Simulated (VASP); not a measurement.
# BaO (Fm-3m) in VASP: single point with HSE06

Aim: the single point of BaO with HSE06.

Program: VASP 6.6.1. These are calculated values, not measurements. Logs are shortened: lines on timing, memory, paths and dates and some standing lists are left out, and cuts for length are marked.

### 1 Starting point

It takes space group Fm-3m (No. 225, cubic). Conventional cell: a = 5.532 Å, b = 5.532 Å, c = 5.532 Å, α = 90.00°, β = 90.00°, γ = 90.00°. Ba (site symmetry m-3m) is surrounded by 6 O at 2.77 Å. O (site symmetry m-3m) is surrounded by 6 Ba at 2.77 Å.

The cell is a database's computed one.

### 2 Single point, HSE06

Contents of POSCAR:

```
BaO
1.0
    0.0000000000      2.7658300000      2.7658300000
    2.7658300000      0.0000000000      2.7658300000
    2.7658300000      2.7658300000      0.0000000000
Ba O
1 1
Direct
    0.0000000000      0.0000000000      0.0000000000
    0.5000000000      0.5000000000      0.5000000000
```

Contents of INCAR.step1:

```
  PREC = Accurate
  ENCUT = 520
  EDIFF = 1E-5
  ISMEAR = 0
  SIGMA = 0.02
  LREAL = False
  LASPH = True
  NELM = 100
  ALGO = Normal
  ISIF = 2
  LWAVE = True
  LCHARG = False
  NBANDS = 15
  GGA = PE
```

Contents of INCAR.step2:

```
  PREC = Accurate
  ENCUT = 520
  EDIFF = 1E-7
  ISMEAR = 0
  SIGMA = 0.02
  LREAL = False
  LASPH = True
  NELM = 100
  ALGO = Normal
  ISIF = 2
  LWAVE = False
  LCHARG = False
  GGA = PE
  LHFCALC = True
  HFSCREEN = 0.2
  PRECFOCK = Fast
  NBANDS = 15
  ISTART = 1
```

Contents of KPOINTS:

```
Automatic mesh
0
Gamma
  6 6 6
```

Potentials or basis: VASP PAW PBE potentials, release 64 (Ba_sv, O).

The run is started by

```sh
$ cat potpaw_PBE.64/Ba_sv/POTCAR potpaw_PBE.64/O/POTCAR > POTCAR
$ cp INCAR.step1 INCAR
$ mpirun -np 1 vasp_std > vasp.out
$ cp INCAR.step2 INCAR
$ mpirun -np 1 vasp_std > vasp.out
```

OUTCAR:

```text
PREC = Accurate
   ENCUT = 520
   EDIFF = 1E-7
   ISMEAR = 0
   LREAL = False
   LASPH = True
   NELM = 100
   ISIF = 2
   GGA = PE
   LHFCALC = True
   HFSCREEN = 0.2
   PRECFOCK = Fast
   ISTART = 1

 ion  position               nearest neighbor table
   1  0.000  0.000  0.000-   2 2.77   2 2.77   2 2.77   2 2.77   2 2.77   2 2.77
   2  0.500  0.500  0.500-   1 2.77   1 2.77   1 2.77   1 2.77   1 2.77   1 2.77

  LATTYP: Found a face centered cubic cell.
 ALAT       =     5.5316600000

  Lattice vectors:

 A1 = (   0.0000000000,   2.7658300000,   2.7658300000)
 A2 = (   2.7658300000,   0.0000000000,   2.7658300000)
 A3 = (   2.7658300000,   2.7658300000,   0.0000000000)

Analysis of symmetry for initial positions (statically):
=====================================================================
 Subroutine PRICEL returns:
 Original cell was already a primitive cell.

 Routine SETGRP: Setting up the symmetry group for a
 face centered cubic supercell.

 Subroutine GETGRP returns: Found 48 space group operations
 (whereof 48 operations were pure point group operations)
 out of a pool of 48 trial point group operations.

The static configuration has the point symmetry O_h .

Analysis of symmetry for dynamics (positions and initial velocities):
=====================================================================
 Subroutine PRICEL returns:
 Original cell was already a primitive cell.

 Routine SETGRP: Setting up the symmetry group for a
 face centered cubic supercell.

 Subroutine GETGRP returns: Found 48 space group operations
 (whereof 48 operations were pure point group operations)
 out of a pool of 48 trial point group operations.

The dynamic configuration has the point symmetry O_h .

 Subroutine INISYM returns: Found 48 space group operations
 (whereof 48 operations are pure point group operations),
 and found     1 'primitive' translations

----------------------------------------------------------------------------------------

                                     Primitive cell

  volume of cell :      42.3162

  direct lattice vectors                    reciprocal lattice vectors
     0.000000000  2.765830000  2.765830000    -0.180777560  0.180777560  0.180777560
     2.765830000  0.000000000  2.765830000     0.180777560 -0.180777560  0.180777560
     2.765830000  2.765830000  0.000000000     0.180777560  0.180777560 -0.180777560

  length of vectors
     3.911474297  3.911474297  3.911474297     0.313115920  0.313115920  0.313115920

  position of ions in fractional coordinates (direct lattice)
     0.000000000  0.000000000  0.000000000
     0.500000000  0.500000000  0.500000000

  ion indices of the primitive-cell ions
   primitive index   ion index
                 1           1
                 2           2

----------------------------------------------------------------------------------------

 KPOINTS: Automatic mesh

Automatic generation of k-mesh.
 Grid dimensions read from file:
 generate k-points for:    6    6    6

 Generating k-lattice:

  Cartesian coordinates                     Fractional coordinates (reciprocal lattice)
    -0.030129593  0.030129593  0.030129593     0.166666667  0.000000000  0.000000000
     0.030129593 -0.030129593  0.030129593     0.000000000  0.166666667  0.000000000
     0.030129593  0.030129593 -0.030129593     0.000000000  0.000000000  0.166666667

  Length of vectors
     0.052185987  0.052185987  0.052185987

  Shift w.r.t. Gamma in fractional coordinates (k-lattice)
     0.000000000  0.000000000  0.000000000

 Subroutine IBZKPT returns following result:
 ===========================================

 Found     16 irreducible k-points:

 Following reciprocal coordinates:
            Coordinates               Weight
  0.000000  0.000000  0.000000      1.000000
  0.166667  0.000000  0.000000      8.000000
  0.333333  0.000000  0.000000      8.000000
  0.500000  0.000000  0.000000      4.000000
  0.166667  0.166667  0.000000      6.000000
  0.333333  0.166667  0.000000     24.000000
[... 8 lines left out ...]
 -0.333333  0.333333  0.166667     24.000000
 -0.333333  0.500000  0.166667     12.000000
   k-points           NKPTS =     16   k-points in BZ     NKDIM =    216   number of bands    NBANDS=     15
   number of dos      NEDOS =    301   number of ions     NIONS =      2
   total plane-waves  NPLWV =  27000
   dimension x,y,z NGX =    30 NGY =   30 NGZ =   30
   dimension x,y,z NGXF=    60 NGYF=   60 NGZF=   60
   ions per type =               1   1
   NGX,Y,Z   is equivalent  to a cutoff of  12.75, 12.75, 12.75 a.u.
   NGXF,Y,Z  is equivalent  to a cutoff of  25.50, 25.50, 25.50 a.u.
 SYSTEM =  unknown system
   PREC   = accura    normal or accurate (medium, high low for compatibility)
   ISTART =      1    job   : 0-new  1-cont  2-samecut
   ICHARG =      0    charge: 1-file 2-atom 10-const
   ISPIN  =      1    spin polarized calculation?
   LNONCOLLINEAR =      F non collinear calculations
   LSORBIT =      F    spin-orbit coupling
   LASPH  =      T    aspherical Exc in radial PAW
   ENCUT  =  520.0 eV  38.22 Ry    6.18 a.u.   7.27  7.27  7.27*2*pi/ulx,y,z
   NELM   =    100;   NELMIN=  2; NELMDL=  0     # of ELM steps
   EDIFF  = 0.1E-06   stopping-criterion for ELM
   LREAL  =      F    real-space projection
   EDIFFG = 0.1E-05   stopping-criterion for IOM
   NSW    =      0    number of steps for IOM
   IBRION =     -1    ionic relax: 0-MD 1-quasi-New 2-CG
   NFREE  =      0    steps in history (QN), initial steepest desc. (CG)
   ISIF   =      2    stress and relaxation
   ISYM   =      3    0-nonsym 1-usesym 2-fastsym
   POTIM  = 0.5000    time-step for ionic-motion
   TEBEG  =    0.0;   TEEND  =   0.0 temperature during run
   PSTRESS=    0.0 pullay stress
   NELECT =      16.0000    total number of electrons
   NUPDOWN=      -1.0000    fix difference up-down
   EMIN   =  10.00;   EMAX   =-10.00  energy-range for DOS
   EFERMI =   0.00;   METHOD = LEGACY
   ISMEAR =     0;   SIGMA  =   0.02  broadening in eV -4-tet -1-fermi 0-gaus
   EFERMI_NEDOS =   21; number of points for ismear=-14 and -15
   IALGO  =     38    algorithm
   IMIX   =      1    mixing-type and parameters
     AMIX     =   0.40;   BMIX     =  1.00
     AMIX_MAG =   1.60;   BMIX_MAG =  1.00
  volume/ion in A,a.u.               =      21.16       142.78
  Fermi-wavevector in a.u.,A,eV,Ry     =   1.183803  2.237063 19.067054  1.401389
  Thomas-Fermi vector in A             =   2.320030
   LORBIT       =      0    0 simple, 1 ext, 2 COOP (PROOUT), +10 PAW based schemes
   GGA     = PE    functional components
   LHFCALC =     T    Hartree Fock is set to
   PRECFOCK=fast      Normal, Fast or Accurate (Low or Medium for compatibility)
   ENCUT4O =  -1.0   cutoff for four orbital integrals eV
   NKREDX  =     1    reduce k-point grid by
   NKREDY  =     1    reduce k-point grid by
   NKREDZ  =     1    reduce k-point grid by
   AEXX    =    0.2500 exact exchange contribution
   HFSCREEN=    0.2000 screening length (either q_TF or 0.3 A-1)
   HFSCREENC=   0.2000 screening length for correlation (either q_TF or 0.3 A-1)
   ENCUTFOCK=  -1.0 apply spherical cutoff to Coloumb kernel
   IVDW    =     0    specifies the selected vdW correction
   LEPSILON=     F    determine dielectric tensor
   LRPA    =     F    only Hartree local field effects (RPA)
 non-spin polarized calculation
 Gauss-broadening in eV      SIGMA  =   0.02
  energy-cutoff  :      520.00
  volume of cell :       42.32
 maximum number of plane-waves:      1158
 NGX is ok and might be reduce to    30
  NGX = 18; NGY = 18; NGZ = 18

 number of electron      15.9999998 magnetization

 Free energy of the ion-electron system (eV)
  ---------------------------------------------------
  ext. energy  EPLUGINS =         0.00000000
  ---------------------------------------------------
  free energy    TOTEN  =       -13.87976657 eV

  energy without entropy =      -13.87976657  energy(sigma->0) =      -13.87976657

 E-fermi :   1.1355     XC(G=0):  -7.9551

 val. band max:        0.9443196733   @ k =   0.5000   0.5000   0.0000
 cond. band min:       4.1989907437   @ k =   0.5000   0.5000   0.0000
 fundamental gap:      3.2546710704
 Fermi energy:         1.1354807676

 k-point     1 :       0.0000    0.0000    0.0000
  band No.  band energies     occupation
      1     -26.4726      2.00000
      2     -15.5897      2.00000
      3      -9.8749      2.00000
      4      -9.8749      2.00000
      5      -9.8749      2.00000
      6       0.5365      2.00000
      7       0.5365      2.00000
      8       0.5365      2.00000
      9       5.8567      0.00000
     10       7.0704      0.00000
     11       7.0704      0.00000
     12       7.0704      0.00000
     13       9.4213      0.00000
     14       9.4213      0.00000
     15      12.3585      0.00000

 k-point     2 :       0.1667    0.0000    0.0000
  band No.  band energies     occupation
      1     -26.4018      2.00000
      2     -15.7672      2.00000
      3      -9.9498      2.00000
      4      -9.9042      2.00000
      5      -9.9042      2.00000
      6       0.0017      2.00000
      7       0.1891      2.00000
      8       0.1892      2.00000
      9       6.7479      0.00000
     10       7.1028      0.00000
     11       7.6053      0.00000
     12       7.6053      0.00000
     13      10.1564      0.00000
     14      10.1564      0.00000
     15      14.0337      0.00000

 k-point     3 :       0.3333    0.0000    0.0000
  band No.  band energies     occupation
      1     -26.2546      2.00000
      2     -16.1268      2.00000
      3     -10.0871      2.00000
      4      -9.9606      2.00000
      5      -9.9606      2.00000
      6      -0.8202      2.00000
      7      -0.4082      2.00000
      8      -0.4082      2.00000
      9       6.9940      0.00000
     10       8.9053      0.00000
     11       8.9053      0.00000
     12       9.3354      0.00000
     13      11.8155      0.00000
     14      11.8155      0.00000
     15      16.4607      0.00000

 k-point     4 :       0.5000    0.0000    0.0000
  band No.  band energies     occupation
      1     -26.1779      2.00000
      2     -16.3091      2.00000
      3     -10.1500      2.00000
      4      -9.9879      2.00000
      5      -9.9879      2.00000
      6      -1.1662      2.00000
      7      -0.6716      2.00000
      8      -0.6716      2.00000
      9       7.3315      0.00000
     10       9.7305      0.00000
     11       9.7305      0.00000
     12      10.5780      0.00000
     13      13.2911      0.00000
     14      13.2911      0.00000
     15      16.0206      0.00000
[... 163 lines left out ...]
 k-point    14 :       0.5000    0.3333    0.1667
  band No.  band energies     occupation
      1     -26.1654      2.00000
      2     -16.0436      2.00000
      3     -10.6062      2.00000
      4     -10.5797      2.00000
      5     -10.0356      2.00000
      6      -0.4042      2.00000
      7      -0.1693      2.00000
      8       0.5766      2.00000
      9       5.9503      0.00000
     10       8.5493      0.00000
     11       9.6863      0.00000
     12      10.4456      0.00000
     13      11.9481      0.00000
     14      13.7408      0.00000
     15      15.5296      0.00000

 k-point    15 :      -0.3333    0.3333    0.1667
  band No.  band energies     occupation
      1     -26.1170      2.00000
      2     -16.0686      2.00000
      3     -10.8034      2.00000
      4     -10.7979      2.00000
      5      -9.9779      2.00000
      6      -0.6128      2.00000
      7       0.3398      2.00000
      8       0.3642      2.00000
      9       7.1210      0.00000
     10       7.3769      0.00000
     11       9.8943      0.00000
     12      11.1761      0.00000
     13      12.6679      0.00000
     14      14.5387      0.00000
     15      15.1752      0.00000

 k-point    16 :      -0.3333    0.5000    0.1667
  band No.  band energies     occupation
      1     -26.0981      2.00000
      2     -15.9340      2.00000
      3     -11.2684      2.00000
      4     -10.7812      2.00000
      5     -10.1005      2.00000
      6      -0.2209      2.00000
      7       0.6922      2.00000
      8       0.8180      2.00000
      9       5.5533      0.00000
     10       8.6520      0.00000
     11       9.1779      0.00000
     12      12.2328      0.00000
     13      12.4472      0.00000
     14      14.7597      0.00000
     15      15.0433      0.00000

------------------------ aborting loop because EDIFF is reached ----------------------------------------

  FORCE on cell =-STRESS in cart. coord.  units (eV):
  Direction    XX          YY          ZZ          XY          YZ          ZX
  --------------------------------------------------------------------------------------
  -------------------------------------------------------------------------------------
  Total        0.4277901      0.4277901      0.4277901      0.0000000      0.0000000     -0.0000000
  in kB       16.1970109     16.1970109     16.1970109      0.0000000      0.0000000     -0.0000000
  external PRESSURE =      16.1970109 kB  Pullay stress =       0.0000000 kB

 VOLUME and BASIS-vectors are now :
 -----------------------------------------------------------------------------
  energy-cutoff  :      520.00
  volume of cell :       42.32
      direct lattice vectors                 reciprocal lattice vectors
     0.000000000  2.765830000  2.765830000    -0.180777560  0.180777560  0.180777560
     2.765830000  0.000000000  2.765830000     0.180777560 -0.180777560  0.180777560
     2.765830000  2.765830000  0.000000000     0.180777560  0.180777560 -0.180777560

 POSITION                                       TOTAL-FORCE (eV/Angst)
 -----------------------------------------------------------------------------------
      0.00000      0.00000      0.00000        -0.000000     -0.000000     -0.000000
      2.76583      2.76583      2.76583         0.000000      0.000000      0.000000
 -----------------------------------------------------------------------------------
    total drift:                                0.000000      0.000000      0.000000

  FREE ENERGIE OF THE ION-ELECTRON SYSTEM (eV)
  ---------------------------------------------------
  free  energy   TOTEN  =       -13.8797665720 eV

  energy  without entropy=      -13.8797665720  energy(sigma->0) =      -13.87976657
```

Run time: 18 min. Hardware: 1 thread of Intel Xeon Platinum 8488C (Sapphire Rapids), shared host; peak memory 0.28 GiB.

Results:

```yaml
Free_energy: -13.8798 eV
Pressure: 1.6 GPa
Band_gap_on_the_k_mesh: 3.25 eV, direct
```

Levels at points of the mesh, in eV from the valence-band top:
```tsv
k point	band 6	band 7	band 8	band 9	band 10	band 11
(0.00, 0.00, 0.00)	-0.41	-0.41	-0.41	4.91	6.13	6.13
(0.50, 0.00, 0.00)	-2.11	-1.62	-1.62	6.39	8.79	8.79
(0.50, 0.50, 0.00)	-0.19	-0.19	0.00	3.25	7.51	10.55
```

Caveat: the PAW data sets were made with another functional, which shifts forces and pressure a little; spin-orbit coupling is left out, which moves the levels of the heavy elements. A k mesh can miss the band edges.
